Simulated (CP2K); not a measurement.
Runs of CP2K 2026.2 on Ir. It takes space group Fm-3m (No. 225, cubic). Conventional cell: a = 3.831 Å, b = 3.831 Å, c = 3.831 Å, α = 90.00°, β = 90.00°, γ = 90.00°. Ir (site symmetry m-3m) is surrounded by 12 Ir at 2.71 Å. 

| task | level | potentials or basis | smearing | EPS_DEFAULT | NGRIDS | potentials | points a segment of the path (NPOINTS) | bands added on the path | gap on the mesh (eV) | pressure (GPa) |
| --- | --- | --- | --- | --- | --- | --- | --- | --- | --- | --- |
| band structure | LDA | GTH_POTENTIALS Ir GTH-PADE-q17; TZVP-MOLOPT-PBE-GTH basis | fermi-dirac 0.0259 eV | 1.0E-9 | 4 | Ir GTH-PADE-q17 of GTH_POTENTIALS | 6 | 4 | none | (a) |
| band structure | PBEsol | POTENTIAL_UZH Ir GTH-PBE-q17; TZVP-MOLOPT-PBE-GTH basis | fermi-dirac 0.01 eV | 1.0E-9 | 4 | Ir GTH-PBE-q17 of POTENTIAL_UZH | 10 | 2 | none | -1.7 |
| band structure | PBEsol | POTENTIAL_UZH Ir GTH-PBE-q17; TZVP-MOLOPT-PBE-GTH basis | fermi-dirac 0.05 eV | 1.0E-9 | 4 | Ir GTH-PBE-q17 of POTENTIAL_UZH | 6 | 6 | none | -1.7 |
| band structure | PBE | POTENTIAL_UZH Ir GTH-PBE-q17; TZVP-MOLOPT-PBE-GTH basis | fermi-dirac 0.01 eV | 1.0E-9 | 5 | Ir GTH-PBE-q17 of POTENTIAL_UZH | 8 | 4 | none | 9.2 |

Alike in all rows: no spin polarisation; cell as given; k mesh 12 × 12 × 12.

Q: Estimate the missing entries.

A: (a) -18.8.

Caveats: the basis of atomic orbitals isn't converged, which shifts pressures, moduli and gaps; the potentials were made for another functional, which shifts forces and pressure (some runs); so large a pressure means that the cell lies far from this level's equilibrium, or that cutoff or potentials fall short (some runs).

A k mesh can miss the band edges, and the runs leave out spin-orbit coupling on Ir.

A gap of «none» marks a metal or a gap under the smearing width.

Not every run made on this cell is shown here.
